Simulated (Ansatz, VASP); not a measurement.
**Two plane-wave programs on ZnS**

```
Zn S
1.0
     0.00000    2.69368    2.69368
     2.69368    0.00000    2.69368
     2.69368    2.69368    0.00000
Zn S
1 1
Direct
  0.00000 0.00000 0.00000
  0.75000 0.75000 0.75000
```

The cell is a database's computed one.

Alike in both runs: task relaxation of cell and atoms; functional PBE; k mesh 10 × 10 × 10; occupations gaussian, width 0.02 eV; no spin polarisation.

```csv
,VASP,Ansatz
version,VASP 6.6.1,Ansatz 0.2.0
potentials or method,"VASP PAW PBE potentials, release 64 (Zn, S)","scalar-relativistic, plane waves, PAW"
plane-wave cutoff (eV),600,420
valence electrons in the cell,18,18
```

VASP gave:

| Item | Value |
| --- | --- |
| gap on the k mesh at the Fermi level, each at its own relaxed structure (eV) | 2.01 |
| relaxed volume (Å³/atom) | 20.22 |
| relaxed cell length with the largest relative difference (Å) | 3.853 |
| energy change over the relaxation (meV/atom) | -5 |

Q: What did Ansatz give for the same quantities?

A: gap on the k mesh at the Fermi level, each at its own relaxed structure (eV): 2.02; relaxed volume (Å³/atom): 20.15; relaxed cell length with the largest relative difference (Å): 3.848; energy change over the relaxation (meV/atom): -4.

As with any semilocal functional, this PBE gap is likely too small.
